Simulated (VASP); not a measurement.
Set up this calculation in VASP 6.6.1, as the native input.

| Property | Result |
| --- | --- |
| Task | single point |
| Functional | PBE |
| Potentials or basis | VASP PAW PBE potentials, release 64 (Na_pv, H) |
| Cutoff | 520 eV |
| k mesh | 9 × 9 × 9 |
| Occupations | fermi-dirac, width 0.05 eV |
| Spin | no spin polarisation |
| Further INCAR settings | ALGO = Normal; EDIFF = 1e-07; NBANDS = 11 |

The structure of NaH lies in POSCAR:

```
NaH
1.0
    2.9551240000      0.0000000000      0.0000000000
    0.0000000000      2.9551240000      0.0000000000
    0.0000000000      0.0000000000      2.9551240000
Na H
1 1
Direct
    0.0000000000      0.0000000000      0.0000000000
    0.5000000000      0.5000000000      0.5000000000
```

The cell comes from a database or a generator and needn't be the stable form of this composition.

One way to write it, as run:

INCAR

```
SYSTEM = NaH
  ALGO = Normal
  EDIFF = 1E-7
  ENCUT = 520
  GGA = PE
  ISIF = 2
  ISMEAR = -1
  LASPH = .TRUE.
  LCHARG = .FALSE.
  LREAL = .FALSE.
  LWAVE = .FALSE.
  NBANDS = 11
  NELM = 80
  PREC = Accurate
  SIGMA = 0.05
```

KPOINTS

```
k-points
0
G
  9 9 9
  0 0 0
```

Potentials or basis: VASP PAW PBE potentials, release 64 (Na_pv, H).

The run is started by

```sh
$ cat potpaw_PBE.64/Na_pv/POTCAR potpaw_PBE.64/H/POTCAR > POTCAR
$ mpirun -np 1 vasp_std > vasp.out
```

Results of the run:

* Pressure: 0.2 GPa
* Band gap on the k mesh: 1.50 eV, indirect (least direct gap 4.81 eV)

Caveat: an odd mesh through Γ misses points on the zone boundary, where band edges often lie.

Wall time 4.8 s on 1 thread of AMD EPYC 9R45 96-Core Processor (Zen 5) (shared host), peak memory 0.1 GiB.
